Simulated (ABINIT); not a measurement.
Set up this calculation in ABINIT 10.8.3 (patched build), as the native input.

- Task: single point
- Functional: r2SCAN
- Potentials or basis: Ansatz PAW PBE default generated set, frozen core
- Cutoff: 490 eV
- k mesh: 8 × 8 × 4
- Occupations: fermi-dirac, width 0.05 eV
- Spin: no spin polarisation
- Fine-grid cutoff: 979.61 eV

The system is Ge.

```
Ge
1.0
     3.99759    0.00000    0.00000
    -1.99879    3.46201    0.00000
     0.00000    0.00000    6.59938
Ge
4
Direct
  0.33333 0.66667 0.93710
  0.66667 0.33333 0.43710
  0.33333 0.66667 0.56290
  0.66667 0.33333 0.06290
```

This isn't the form of Ge at room conditions, which is diamond.

These files were run (other wordings do the same):

run.abi

```
# Pseudopotentials
pp_dirpath "./"
pseudos "Ge.GGA_PBE-ansatz.xml"

# Structure
acell 3*1.0 Angstrom
rprim
     3.9975858431     0.0000000000     0.0000000000
    -1.9987929216     3.4620108940     0.0000000000
     0.0000000000     0.0000000000     6.5993779500
ntypat 1
znucl 32
natom 4
typat 1 1 1 1
xred
     0.3333333333     0.6666666667     0.9370987500
     0.6666666667     0.3333333333     0.4370987500
     0.3333333333     0.6666666667     0.5629012500
     0.6666666667     0.3333333333     0.0629012500

# Plane-wave basis
ecut 18.0
pawecutdg 36.0
pawovlp 30

# k points
kptopt 1
ngkpt 8 8 4
nshiftk 1
shiftk 0.0 0.0 0.0

# Exchange and correlation
ixc -497498
usekden 1
pawxcdev 0

# Bands and occupations
nband 34
occopt 3
tsmear 0.05 eV

# SCF cycle
nstep 100
tolvrs 1.0e-7

# Output
iomode 3
prtwf 0
prteig 0
prtebands 0
enunit 2
prtden 1
prtvha 1
prtvclmb 1
prtpot 1
```

Potentials or basis: Ansatz PAW PBE default generated set, frozen core.

Command:

```sh
$ abinit run.abi > log 2>&1
```

Results of the run:

- Pressure: -0.1 GPa
- Largest force: 0.005 eV/Å
- Band gap on the k mesh: 0.08 eV, direct

Caveat: the PAW data sets were made with another functional, which shifts forces and pressure a little; the atomic spheres overlap.

Wall time 6.5 min on 1 thread of Intel(R) Xeon(R) Platinum 8259CL CPU @ 2.50GHz (Skylake/Cascade Lake), with other jobs on the host, peak memory 0.48 GiB.
